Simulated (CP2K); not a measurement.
## Sb in CP2K: convergence with cutoff ry

Input of the first run (cutoff ry 140 Ry); the others differ in this setting and in those tied to it:

The input sb_converge.inp:

```
&GLOBAL
  PROJECT sb_converge
  RUN_TYPE ENERGY_FORCE
  PRINT_LEVEL LOW
&END GLOBAL
&FORCE_EVAL
  METHOD QS
  STRESS_TENSOR ANALYTICAL
  &DFT
    BASIS_SET_FILE_NAME BASIS_MOLOPT
    POTENTIAL_FILE_NAME POTENTIAL_UZH
    &MGRID
      CUTOFF 140
      REL_CUTOFF 60
      NGRIDS 4
    &END MGRID
    &QS
      METHOD GPW
      EPS_DEFAULT 1.0E-9
    &END QS
    &KPOINTS
      SCHEME MONKHORST-PACK 6 7 7
      GAMMA_CENTERED T
      SYMMETRY T
      SYMMETRY_BACKEND SPGLIB
    &END KPOINTS
    &SCF
      SCF_GUESS ATOMIC
      EPS_SCF 1.0E-6
      MAX_SCF 100
      ADDED_MOS 8
      CHOLESKY OFF
      EPS_EIGVAL 1.0E-7
      &DIAGONALIZATION ON
        ALGORITHM STANDARD
      &END DIAGONALIZATION
      &MIXING ON
        METHOD BROYDEN_MIXING
        ALPHA 0.4
        BETA 1.5
        NBUFFER 8
      &END MIXING
      &SMEAR ON
        METHOD FERMI_DIRAC
        ELECTRONIC_TEMPERATURE [K] 1160.452
      &END SMEAR
    &END SCF
    &XC
      &XC_FUNCTIONAL
        &MGGA_X_R2SCAN
        &END MGGA_X_R2SCAN
        &MGGA_C_R2SCAN
        &END MGGA_C_R2SCAN
      &END XC_FUNCTIONAL
    &END XC
    &PRINT
      &KPOINTS ON
      &END KPOINTS
      &MULLIKEN ON
      &END MULLIKEN
      &MO ON
        ENERGIES T
        OCCUPATION_NUMBERS T
        &EACH
          QS_SCF 0
        &END EACH
        ADD_LAST NUMERIC
      &END MO
    &END PRINT
  &END DFT
  &SUBSYS
    &CELL
      A 3.1770581780 0.0000000000 0.0000000000
      B -0.0999452687 3.1328848434 0.0000000000
      C -0.0671911184 -0.0332309613 3.1702365410
      PERIODIC XYZ
    &END CELL
    &COORD
      Sb  -0.0227320065 -0.0036297939 0.0623490421
    &END COORD
    &KIND Sb
      BASIS_SET DZVP-MOLOPT-SR-GTH-q5
      POTENTIAL GTH-SCAN-q5
    &END KIND
    &PRINT
      &ATOMIC_COORDINATES ON
      &END ATOMIC_COORDINATES
      &CELL ON
      &END CELL
      &SYMMETRY ON
      &END SYMMETRY
    &END PRINT
  &END SUBSYS
  &PRINT
    &FORCES ON
    &END FORCES
    &STRESS_TENSOR ON
    &END STRESS_TENSOR
  &END PRINT
&END FORCE_EVAL
```

Potentials or basis: POTENTIAL_UZH Sb GTH-SCAN-q5; DZVP-MOLOPT-SR-GTH basis.

Launch:

```console
$ OMP_NUM_THREADS=1 cp2k.psmp -i sb_converge.inp -o sb_converge.out
```

The cell isn't the ideal one: cell strained at random at fixed volume.

This isn't the form of Sb at room conditions, which is rhombohedral.

Hardware: 1 thread of Arm Neoverse V1 (shared host).

| cutoff ry | energy less the tightest run, at zero smearing (meV/atom) | SCF cycles | CPU time (s) | peak memory (GiB) |
| --- | --- | --- | --- | --- |
| 140 Ry | -0.01 | 11 | 19 | 0.16 |
| 200 Ry | -0.02 | 11 | 17 | 0.16 |
| 280 Ry | 0.00 | 11 | 19 | 0.17 |
| 370 Ry | 0.00 | 11 | 23 | 0.19 |
| 470 Ry | 0.00 | 11 | 19 | 0.21 |
| 570 Ry | 0.00 | 11 | 18 | 0.21 |
| 680 Ry | 0.00 | 11 | 19 | 0.25 |
| 840 Ry | 0.00 | 11 | 23 | 0.29 |
| 1080 Ry | 0.00 | 13 | 31 | 0.32 |

Against the tightest run, the energy stays within 1 meV/atom from 140 Ry on. The tightest run that finished is the yardstick and may itself not be fully converged.

Caveat, for the tightest run too: the basis of atomic orbitals isn't converged, which shifts pressures, moduli and gaps. Spin-orbit coupling is left out, which matters for the levels of Sb.
